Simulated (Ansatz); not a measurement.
Geometry optimisation, DFT PBEsol, scalar-relativistic, plane waves, PAW (Ansatz 0.2.0).

Input file:

```yaml
crystal:
  lattice:
    - [-4.805027, -2.774184, 4.372084]
    - [4.805027, -2.774184, 4.372084]
    - [0.0, 5.548368, 4.372084]
  atoms:
    - { symbol: Al, position: [0.1477151, 0.1594949, 0.1453605] }
    - { symbol: Al, position: [0.3540132, 0.352856, 0.3581993] }
    - { symbol: Al, position: [0.6480459, 0.6516987, 0.6542755] }
    - { symbol: Al, position: [0.8562359, 0.8474497, 0.8536839] }
    - { symbol: O, position: [0.3974857, 0.6046458, 0.7460399] }
    - { symbol: O, position: [0.4001737, 0.2525917, 0.5964755] }
    - { symbol: O, position: [0.594814, 0.7447634, 0.4070776] }
    - { symbol: O, position: [0.2523852, 0.6024717, 0.4044046] }
    - { symbol: O, position: [0.5973985, 0.403019, 0.2533355] }
    - { symbol: Al, position: [0.6470182, 0.6468188, 0.1482083] }
    - { symbol: Al, position: [0.849734, 0.8598234, 0.3495298] }
    - { symbol: Al, position: [0.147469, 0.1438289, 0.6474855] }
    - { symbol: Al, position: [0.348155, 0.3531879, 0.8452786] }
    - { symbol: O, position: [0.9024837, 0.0984193, 0.7453941] }
    - { symbol: O, position: [0.8995398, 0.7489683, 0.6025335] }
    - { symbol: O, position: [0.1024995, 0.2593343, 0.4016902] }
    - { symbol: O, position: [0.249265, 0.9011973, 0.6032132] }
    - { symbol: O, position: [0.7514988, 0.0909753, 0.4074989] }
    - { symbol: O, position: [0.1015521, 0.9063627, 0.2539404] }
    - { symbol: Al, position: [0.6524783, 0.1477919, 0.6403098] }
    - { symbol: Al, position: [0.8456001, 0.3518655, 0.8534738] }
    - { symbol: Al, position: [0.1461035, 0.6450102, 0.1427154] }
    - { symbol: Al, position: [0.3528551, 0.8512577, 0.344767] }
    - { symbol: O, position: [0.896511, 0.5982066, 0.2410395] }
    - { symbol: O, position: [0.9083853, 0.2453326, 0.1014173] }
    - { symbol: O, position: [0.1087957, 0.7523144, 0.903319] }
    - { symbol: O, position: [0.2571005, 0.4003858, 0.0946957] }
    - { symbol: O, position: [0.7509638, 0.5995978, 0.8978905] }
    - { symbol: O, position: [0.0998225, 0.4039065, 0.7540791] }
    - { symbol: Al, position: [0.1497218, 0.6495854, 0.6433603] }
    - { symbol: Al, position: [0.3523862, 0.8510394, 0.8574473] }
    - { symbol: Al, position: [0.6433231, 0.1435892, 0.1545765] }
    - { symbol: Al, position: [0.8451435, 0.3571899, 0.3457224] }
    - { symbol: O, position: [0.4015234, 0.0995134, 0.252] }
    - { symbol: O, position: [0.4041567, 0.7513509, 0.0992897] }
    - { symbol: O, position: [0.5981367, 0.2501732, 0.9063837] }
    - { symbol: O, position: [0.7510825, 0.9001663, 0.0964904] }
    - { symbol: O, position: [0.2518985, 0.0873141, 0.9076618] }
    - { symbol: O, position: [0.5914126, 0.8991769, 0.7507909] }
total_charge: -2
basis:
  ecutwfc: 420.0
kpoints:
  mp_grid: { grid: [2, 2, 2] }
hamiltonian:
  xc: pbesol
  pseudopotentials: { kind: paw, azcp: { folder: soft_1 } }
scf:
  occupations: { method: gaussian, width: 0.05 }
  lower_state_search: "off"
relax:
  f_tol: 0.03
  max_steps: 60
  adjacent_minimum: "off"
```

Run as:

```bash
$ ansatz run input.yaml --threads 2 --pin off --max-ram 5120MiB --backend cpu --events-out ev --progress --plain --runs-dir out
```

Where does it end, and by what steps?

The run converged. Limits of this set-up: PAW files made for another functional, no spin, though dangling bonds at a vacancy may carry it, a small cell, in which the defect meets its images, charged cell in a uniform background, uncorrected. After 8 steps the energy has fallen by 1.941 eV; O28 moved furthest, 0.38 Å.

```tsv
step	energy less start (eV)	largest force component (eV/Å)	accepted
0	0.0000	1.686	yes
1	-0.7711	1.295	yes
2	-1.5697	0.660	yes
3	-1.7167	1.272	yes
4	-1.8713	0.362	yes
5	-1.8964	0.375	yes
6	-1.9274	0.167	yes
7	-1.9396	0.053	yes
8	-1.9410	0.026	yes
```

```xyz
39
Lattice="-4.8050 -2.7742 4.3721 4.8050 -2.7742 4.3721 0.0000 5.5484 4.3721" Properties=species:S:1:pos:R:3
Al 0.039 -0.018 1.929
Al -0.011 -0.007 4.610
Al -0.082 0.050 8.395
Al 0.019 0.029 11.157
O 1.015 1.429 7.626
O -0.725 1.473 5.501
O 0.698 -1.444 7.548
O 1.674 -0.123 5.468
O -0.882 -1.415 5.367
Al 0.022 -2.703 6.342
Al -0.074 -2.756 8.968
Al 0.048 2.787 4.131
Al -0.033 2.741 6.806
O -3.885 1.406 7.669
O -0.733 -1.331 9.945
O 0.659 1.224 3.310
O 3.143 0.074 7.691
O -3.213 0.009 5.136
O 3.872 -1.404 5.474
Al -2.467 1.182 6.317
Al -2.190 1.338 8.988
Al 2.404 -1.411 4.127
Al 2.424 -1.401 6.810
O -1.499 -2.713 7.758
O -3.119 -2.642 5.475
O 3.162 2.635 7.705
O 0.768 -1.297 3.247
O -0.802 1.398 10.169
O 1.494 2.754 5.435
Al 2.415 1.394 6.328
Al 2.402 1.346 9.008
Al -2.437 -1.389 4.152
Al -2.401 -1.286 6.915
O -1.458 -0.033 3.233
O 1.683 -2.668 5.463
O -1.675 2.680 7.641
O 0.738 -4.052 7.654
O -0.719 4.024 5.469
O 1.448 -0.006 9.832
```

Whether the end is a true minimum wasn't checked by a vibrational analysis.

The run took 77 s on 2 threads of Arm Neoverse V1 (shared host), peak memory 0.87 GiB.
